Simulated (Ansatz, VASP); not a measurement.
**Mg in VASP and in Ansatz**

```
Mg
1.0
     3.20930    0.00000    0.00000
    -1.60465    2.77934    0.00000
     0.00000    0.00000    5.21030
Mg
2
Direct
  0.33333 0.66667 0.25000
  0.66667 0.33333 0.75000
```

Alike in both runs: task relaxation of cell and atoms; functional PBEsol; k mesh 16 × 16 × 10; occupations gaussian, width 0.05 eV; no spin polarisation.

|  | VASP | Ansatz |
| --- | --- | --- |
| version | VASP 6.6.1 | Ansatz 0.2.0 |
| potentials or method | VASP PAW PBE potentials, release 64 (Mg) | scalar-relativistic, plane waves, PAW |
| plane-wave cutoff (eV) | 600 | 420 |
| valence electrons in the cell | 4 | 20 |

|  | VASP | Ansatz | Ansatz less VASP |
| --- | --- | --- | --- |
| gap on the k mesh at the Fermi level, each at its own relaxed structure (eV) | none | none | - |
| relaxed volume (Å³/atom) | 22.49 | 22.51 | +0.020 |
| relaxed cell length with the largest relative difference (Å) | 3.176 | 3.177 | +0.0014 |
| energy change over the relaxation (meV/atom) | -3 | -3 | +0.3 |

A gap of «none» marks a metal or a gap that the smearing closes. The two sets of potentials don't hold the same shells in valence.

Caveats: the PAW data sets were made with another functional, which shifts forces and pressure a little (VASP).
